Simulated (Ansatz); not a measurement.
# LiF: stacking energies as a chain of layer couplings

The calculation used Ansatz 0.2.0, DFT PBEsol, scalar-relativistic, plane waves, PAW.

Cutoff 420 eV, Γ-centred meshes of like density (9×9×4 for the 6-atom cell), Gaussian smearing of 0.02 eV, energies at zero smearing and 0 K, each start's symmetry kept, no spin polarisation.

Close-packed stackings of LiF (double layers of a tetrahedral net) were relaxed in cell and atoms. Energies are per layer, over the stacking AB. Give each step between layers a spin, σ = +1 for A→B, B→C, C→A and −1 for the reverse, and write the energy per layer as E = E₀ − J₁⟨σᵢσᵢ₊₁⟩ − J₂⟨σᵢσᵢ₊₂⟩.

| stacking | ⟨σᵢσᵢ₊₁⟩ | ⟨σᵢσᵢ₊₂⟩ | E − E(AB) (meV/layer) |
| --- | --- | --- | --- |
| AB | -1 | 1 | 0 |
| ABC | 1 | 1 | 22.7 |
| ABCB | 0 | -1 | 12.6 |
| ABCACB | 0.333 | -0.333 | 16.1 |
| ABACBCACB | 0.111 | -0.333 | 13.8 |
| ABCBCAB | -0.143 | -0.143 | 10.9 |

Question: Fit J₁ and J₂, and predict the energy of ABCAB.

Answer: Over AB the model reads ΔE = −J₁(⟨σᵢσᵢ₊₁⟩ + 1) − J₂(⟨σᵢσᵢ₊₂⟩ − 1). Least squares on the 5 rows under AB gives J₁ = -11.39 and J₂ = 0.72 meV, with a residual of 0.18 meV rms. For ABCAB the averages are 0.2 and 0.2, so ΔE = 14.2 meV a layer; the calculation gives 14.7. The two couplings carry this family well.

Question: Which of AB, ABC, ABAC and ABCACB does the model put lowest, and what do isolated faults cost in AB stacking?

Answer: Over AB the four lie at 0, −2J₁, −J₁ + 2J₂ and (4/3)(J₂ − J₁): AB 0.0, ABC 22.8, ABAC 12.8, ABCACB 16.2 meV a layer, so AB is lowest. A fault turns some spins; counting the pairs that change sign and dividing by the area of a layer's cell, (√3/2)a² = 8.12 Å² with the cells' mean a = 3.062 Å (1 meV/Å² = 16.02 mJ/m²): fault I₁ (one cubic layer) −2J₁ + 4J₂ = 25.7 meV, 51 mJ/m²; fault I₂ (two cubic layers) 4(J₂ − J₁) = 48.5 meV, 96 mJ/m². These are model values: no fault cell was computed here.

None of these stackings is the usual structure of the substance.

Cost: 6 runs of about 12 core-minutes in all, on Arm Neoverse V1 (shared hosts).